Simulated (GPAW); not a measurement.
CdSe:

```
Cd Se
1.0
     0.00000    3.07027    3.07027
     3.07027    0.00000    3.07027
     3.07027    3.07027    0.00000
Cd Se
1 1
Direct
  0.00000 0.00000 0.00000
  0.25000 0.25000 0.25000
```

Measurements of this composition are mostly on another form, of space group No. 186.

Base run:

- Program: GPAW 26.7.0
- Functional: BLYP
- Potentials or basis: PAW data sets generated in the run's folder for this functional
- Cutoff: 600 eV
- Basis: pw
- k mesh: 8 × 8 × 8
- Occupations: fermi-dirac, width 0.05 eV
- Spin: no spin polarisation

Its results: band gap on the k mesh 0.47 eV, direct; pressure 3.8 GPa.

The run is repeated on the same cell with these changes: functional from BLYP to LDA; potentials or basis from PAW data sets generated in the run's folder for this functional to the program's PAW data sets (release 1.2.1) made for this functional. What comes out?

Band gap on the k mesh 0.27 eV, direct; pressure -3.4 GPa.
